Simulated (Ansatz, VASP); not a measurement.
Two plane-wave programs on AlN

```
CELL_PARAMETERS angstrom
0.00000 2.18490 2.18490
2.18490 0.00000 2.18490
2.18490 2.18490 0.00000
ATOMIC_POSITIONS crystal
Al 0.00000 0.00000 0.00000
N 0.75000 0.75000 0.75000
```

Alike in both runs: functional r2SCAN; k mesh 10 × 10 × 10; occupations gaussian, width 0.02 eV; no spin polarisation.

Ansatz relaxed the structure, and its values are those at the end. VASP's run is a single point on that final structure, the one shown.

|  | VASP | Ansatz |
| --- | --- | --- |
| version | VASP 6.6.1 | Ansatz 0.2.0 |
| potentials or method | VASP PAW PBE potentials, release 64 (Al, N) | scalar-relativistic, plane waves, PAW |
| plane-wave cutoff (eV) | 520 | 500 |
| valence electrons in the cell | 8 | 8 |

|  | VASP | Ansatz | Ansatz less VASP |
| --- | --- | --- | --- |
| gap on the k mesh at the Fermi level (eV) | 3.93 | 3.94 | +0.007 |
| least direct gap on the mesh (eV) | 4.88 | 4.84 | -0.039 |
| pressure (GPa) | -0.4 | 0.0 | +0.39 |

Caveats: the PAW data sets were made with another functional, which shifts forces and pressure a little (VASP). A k mesh can miss the band edges. r2SCAN opens gaps a little over a GGA but as a rule still falls short of measured ones.
